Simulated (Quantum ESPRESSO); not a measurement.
# Sb (Fm-3m) in Quantum ESPRESSO: equation of state, part 2 of 2

Quantum ESPRESSO 7.5. The steps go on from the part before.

**3. Single point, PBEsol, 25.60 Å³/atom**

pw.in

```
&CONTROL
  calculation = 'scf'
  prefix = 'pwscf'
  outdir = './tmp'
  pseudo_dir = './pseudo'
  tprnfor = .true.
  tstress = .true.
  disk_io = 'nowf'
/
&SYSTEM
  ibrav = 0
  nat = 1
  ntyp = 1
  ecutwfc = 45
  ecutrho = 360
  nbnd = 13
  occupations = 'smearing'
  smearing = 'fd'
  degauss = 0.00367493
/
&ELECTRONS
  conv_thr = 2d-10
  electron_maxstep = 120
  mixing_beta = 0.5
/
ATOMIC_SPECIES
Sb   121.7600 sb_pbesol_v1.4.uspp.F.UPF
CELL_PARAMETERS angstrom
   0.0000000000    2.3391947752    2.3391947752
   2.3391947752    0.0000000000    2.3391947752
   2.3391947752    2.3391947752    0.0000000000
ATOMIC_POSITIONS crystal
Sb     0.0000000000    0.0000000000    0.0000000000
K_POINTS automatic
10 10 10 0 0 0
```

Potentials or basis: GBRV 1.5 PBEsol.

Launch:

```sh
OMP_NUM_THREADS=1 mpirun -n 2 pw.x -nk 2 -in pw.in > pw.out
```

pw.out:

```text
This program is part of the open-source Quantum ESPRESSO suite
     for quantum simulation of materials; please cite
         "P. Giannozzi et al., J. Phys.:Condens. Matter 21 395502 (2009);
         "P. Giannozzi et al., J. Phys.:Condens. Matter 29 465901 (2017);
         "P. Giannozzi et al., J. Chem. Phys. 152 154105 (2020);
     in publications or presentations arising from this work. More details at

     Message from routine setup:
     using ibrav=0 with symmetry is DISCOURAGED, use correct ibrav instead

     K-points division:     npool     =       2
     Subspace diagonalization in iterative solution of the eigenvalue problem:
     a serial algorithm will be used

     G-vector sticks info
     --------------------
     sticks:   dense  smooth     PW     G-vecs:    dense   smooth      PW
     Sum         955     499    163                19891     7119    1291

     Using Slab Decomposition

     bravais-lattice index     =            0
     lattice parameter (alat)  =       6.2514  a.u.
     unit-cell volume          =     172.7531 (a.u.)^3
     number of atoms/cell      =            1
     number of atomic types    =            1
     number of electrons       =        15.00
     number of Kohn-Sham states=           13
     kinetic-energy cutoff     =      45.0000  Ry
     charge density cutoff     =     360.0000  Ry
     scf convergence threshold =      2.0E-10
     mixing beta               =       0.5000
     number of iterations used =            8  plain     mixing
     Exchange-correlation= SLA  PW   PSX  PSC
                           (   1   4  10   8   0   0   0)

     celldm(1)=   6.251443  celldm(2)=   0.000000  celldm(3)=   0.000000
     celldm(4)=   0.000000  celldm(5)=   0.000000  celldm(6)=   0.000000

     crystal axes: (cart. coord. in units of alat)
               a(1) = (   0.000000   0.707107   0.707107 )
               a(2) = (   0.707107   0.000000   0.707107 )
               a(3) = (   0.707107   0.707107   0.000000 )

     reciprocal axes: (cart. coord. in units 2 pi/alat)
               b(1) = ( -0.707107  0.707107  0.707107 )
               b(2) = (  0.707107 -0.707107  0.707107 )
               b(3) = (  0.707107  0.707107 -0.707107 )

     PseudoPot. # 1 for Sb read from file:
     sb_pbesol_v1.4.uspp.F.UPF
     Pseudo is Ultrasoft + core correction, Zval = 15.0
     Generated by new atomic code, or converted to UPF format
     Using radial grid of  891 points,  6 beta functions with:
                l(1) =   0
                l(2) =   0
                l(3) =   1
                l(4) =   1
                l(5) =   2
                l(6) =   2
     Q(r) pseudized with  8 coefficients,  rinner =    1.350   1.350   1.350
                                                       1.350   1.350

     atomic species   valence    mass     pseudopotential
     Sb               15.00   121.76000     Sb( 1.00)

     48 Sym. Ops., with inversion, found

   Cartesian axes

     site n.     atom                  positions (alat units)
         1        Sb     tau(   1) = (   0.0000000   0.0000000   0.0000000  )

     number of k points=    47  Fermi-Dirac smearing, width (Ry)=  0.0037
                       cart. coord. in units 2pi/alat
        k(    1) = (   0.0000000   0.0000000   0.0000000), wk =   0.0020000
        k(    2) = (   0.0707107   0.0707107  -0.0707107), wk =   0.0160000
        k(    3) = (   0.1414214   0.1414214  -0.1414214), wk =   0.0160000
        k(    4) = (   0.2121320   0.2121320  -0.2121320), wk =   0.0160000
        k(    5) = (   0.2828427   0.2828427  -0.2828427), wk =   0.0160000
        k(    6) = (  -0.3535534  -0.3535534   0.3535534), wk =   0.0080000
[... 39 lines left out ...]
        k(   46) = (  -0.0707107  -0.3535534   0.6363961), wk =   0.0480000
        k(   47) = (  -0.7071068   0.2828427   0.0000000), wk =   0.0240000

     Dense  grid:    19891 G-vectors     FFT dimensions: (  40,  40,  40)

     Smooth grid:     7119 G-vectors     FFT dimensions: (  27,  27,  27)

     Check: negative core charge=   -0.000002

     Initial potential from superposition of free atoms

     starting charge      14.0000, renormalised to      15.0000
     Starting wfcs are    9 randomized atomic wfcs +    4 random wfcs

     Self-consistent Calculation

     iteration #  1     ecut=    45.00 Ry     beta= 0.50
     Davidson diagonalization with overlap
     ethr =  1.00E-02,  avg # of iterations =  5.7

     total energy              =    -184.38495391 Ry
     estimated scf accuracy    <       0.99390832 Ry
[... 43 lines left out ...]
     iteration #  8     ecut=    45.00 Ry     beta= 0.50
     Davidson diagonalization with overlap
     ethr =  1.91E-11,  avg # of iterations =  2.0

     End of self-consistent calculation

          k = 0.0000 0.0000 0.0000 (   893 PWs)   bands (ev):

   -16.7410 -16.7410 -16.7410 -16.6942 -16.6942  -0.8167  18.2136  18.2136
    18.2136  23.0060  23.2784  23.2784  23.2784

          k = 0.0707 0.0707-0.0707 (   899 PWs)   bands (ev):
[... 146 lines left out ...]
   -16.7883 -16.7491 -16.6503 -16.6338 -16.6338   4.9923   7.3307  12.9251
    12.9251  16.7509  17.2120  33.0172  33.9908

          k = 0.2828 0.1414 0.0000 (   883 PWs)   bands (ev):

   -16.7474 -16.7193 -16.7057 -16.7026 -16.6717   0.5585  13.1818  14.2798
    16.8694  20.9790  21.5534  25.0106  26.0984

          k = 0.3536 0.2121-0.0707 (   876 PWs)   bands (ev):
[... 71 lines left out ...]
   -16.7361 -16.7275 -16.6883 -16.6703 -16.6337   5.2303   8.5310   9.9574
    11.0251  21.3377  22.0984  25.9324  26.3769

     the Fermi energy is    12.5021 ev

!    total energy              =    -184.58092163 Ry
     estimated scf accuracy    <          1.9E-11 Ry
     smearing contrib. (-TS)   =      -0.00050098 Ry
     internal energy E=F+TS    =    -184.58042065 Ry

     The total energy is F=E-TS. E is the sum of the following terms:
     one-electron contribution =     -67.87079813 Ry
     hartree contribution      =      43.58115167 Ry
     xc contribution           =     -43.60617318 Ry
     ewald contribution        =    -116.68460101 Ry

     convergence has been achieved in   8 iterations

     Forces acting on atoms (cartesian axes, Ry/au):

     atom    1 type  1   force =     0.00000000    0.00000000    0.00000000

     Total force =     0.000000     Total SCF correction =     0.000000

     Computing stress (Cartesian axis) and pressure

          total   stress  (Ry/bohr**3)                   (kbar)     P=       12.66
   0.00008607  -0.00000000  -0.00000000           12.66       -0.00       -0.00
  -0.00000000   0.00008607   0.00000000           -0.00       12.66        0.00
  -0.00000000   0.00000000   0.00008607           -0.00        0.00       12.66

=------------------------------------------------------------------------------=
   JOB DONE.
=------------------------------------------------------------------------------=
```

It took 4.5 s on 2 MPI ranks of Intel Xeon 6975P-C (Granite Rapids), shared host; peak memory 0.16 GiB.

What came out:

```
Free energy            : -2511.3514 eV
Pressure               : 1.3 GPa
Band gap on the k mesh : none (metal or under the smearing width)
```

**4. Single point, PBEsol, 26.13 Å³/atom**

Edit pw.in of step 3 so:

```diff
@@ -28,5 +28,5 @@
 CELL_PARAMETERS angstrom
-   0.0000000000    2.3391947752    2.3391947752
-   2.3391947752    0.0000000000    2.3391947752
-   2.3391947752    2.3391947752    0.0000000000
+   0.0000000000    2.3553276627    2.3553276627
+   2.3553276627    0.0000000000    2.3553276627
+   2.3553276627    2.3553276627    0.0000000000
 ATOMIC_POSITIONS crystal
```

Launch:

```sh
OMP_NUM_THREADS=1 mpirun -n 2 pw.x -nk 2 -in pw.in > pw.out
```

Run time: 4.5 s. Hardware: 2 MPI ranks of Intel Xeon 6975P-C (Granite Rapids), shared host; peak memory 0.16 GiB.

It converged, with:

```
Free energy            : -2511.3542 eV
Pressure               : -0.1 GPa
Band gap on the k mesh : none (metal or under the smearing width)
```

**5. Single point, PBEsol, 26.67 Å³/atom**

Edit pw.in of step 4 so:

```diff
@@ -28,5 +28,5 @@
 CELL_PARAMETERS angstrom
-   0.0000000000    2.3553276627    2.3553276627
-   2.3553276627    0.0000000000    2.3553276627
-   2.3553276627    2.3553276627    0.0000000000
+   0.0000000000    2.3712425216    2.3712425216
+   2.3712425216    0.0000000000    2.3712425216
+   2.3712425216    2.3712425216    0.0000000000
 ATOMIC_POSITIONS crystal
```

Launch:

```sh
OMP_NUM_THREADS=1 mpirun -n 2 pw.x -nk 2 -in pw.in > pw.out
```

Wall time 4.3 s (2 MPI ranks of Intel Xeon 6975P-C (Granite Rapids), shared host); peak memory 0.16 GiB.

It converged, with:

```
Free energy            : -2511.3527 eV
Pressure               : -1.3 GPa
Band gap on the k mesh : none (metal or under the smearing width)
```

**6. Single point, PBEsol, 27.20 Å³/atom**

Edit pw.in of step 5 so:

```diff
@@ -28,5 +28,5 @@
 CELL_PARAMETERS angstrom
-   0.0000000000    2.3712425216    2.3712425216
-   2.3712425216    0.0000000000    2.3712425216
-   2.3712425216    2.3712425216    0.0000000000
+   0.0000000000    2.3869465721    2.3869465721
+   2.3869465721    0.0000000000    2.3869465721
+   2.3869465721    2.3869465721    0.0000000000
 ATOMIC_POSITIONS crystal
```

Potentials or basis: GBRV 1.5 PBEsol.

Launch:

```sh
OMP_NUM_THREADS=1 mpirun -n 2 pw.x -nk 2 -in pw.in > pw.out
```

It took 4.1 s on 2 MPI ranks of Intel Xeon 6975P-C (Granite Rapids), shared host; peak memory 0.18 GiB.

It converged, with:

| Item | Value |
| --- | --- |
| Free energy | -2511.3472 eV |
| Pressure | -2.5 GPa |
| Band gap on the k mesh | none (metal or under the smearing width) |

**7. Single point, PBEsol, 27.73 Å³/atom**

Edit pw.in of step 6 so:

```diff
@@ -28,5 +28,5 @@
 CELL_PARAMETERS angstrom
-   0.0000000000    2.3869465721    2.3869465721
-   2.3869465721    0.0000000000    2.3869465721
-   2.3869465721    2.3869465721    0.0000000000
+   0.0000000000    2.4024466595    2.4024466595
+   2.4024466595    0.0000000000    2.4024466595
+   2.4024466595    2.4024466595    0.0000000000
 ATOMIC_POSITIONS crystal
```

Launch:

```sh
OMP_NUM_THREADS=1 mpirun -n 2 pw.x -nk 2 -in pw.in > pw.out
```

Run time: 4.3 s. Hardware: 2 MPI ranks of Intel Xeon 6975P-C (Granite Rapids), shared host; peak memory 0.16 GiB.

Results (log left out):

```
Free energy            : -2511.3381 eV
Pressure               : -3.6 GPa
Band gap on the k mesh : none (metal or under the smearing width)
```

**8. Single point, PBEsol, 28.27 Å³/atom**

Edit pw.in of step 7 so:

```diff
@@ -28,5 +28,5 @@
 CELL_PARAMETERS angstrom
-   0.0000000000    2.4024466595    2.4024466595
-   2.4024466595    0.0000000000    2.4024466595
-   2.4024466595    2.4024466595    0.0000000000
+   0.0000000000    2.4177492801    2.4177492801
+   2.4177492801    0.0000000000    2.4177492801
+   2.4177492801    2.4177492801    0.0000000000
 ATOMIC_POSITIONS crystal
```

Launch:

```sh
OMP_NUM_THREADS=1 mpirun -n 2 pw.x -nk 2 -in pw.in > pw.out
```

Run time: 4.5 s. Hardware: 2 MPI ranks of Intel Xeon 6975P-C (Granite Rapids), shared host; peak memory 0.16 GiB.

It converged, with:

| Property | Result |
| --- | --- |
| Free energy | -2511.3255 eV |
| Pressure | -4.5 GPa |
| Band gap on the k mesh | none (metal or under the smearing width) |

**9. Equation of state, PBEsol**

Potentials or basis: GBRV 1.5 PBEsol.

This step only gathers the single runs of the series.

What came out:

| Item | Value |
| --- | --- |
| Equilibrium volume | 26.21 Å³/atom |
| Bulk modulus | 64 GPa |
| Pressure derivative of the bulk modulus | 3.3 (rough: it moves with the points fitted) |

Energy against volume, from the lowest point:
```csv
volume (Å³/atom),energy (meV/atom)
25.066,10.53
25.599,2.81
26.133,0.00
26.666,1.48
27.199,6.96
27.733,16.11
28.266,28.70
```

Spin-orbit coupling is left out, which matters for the levels of Sb.
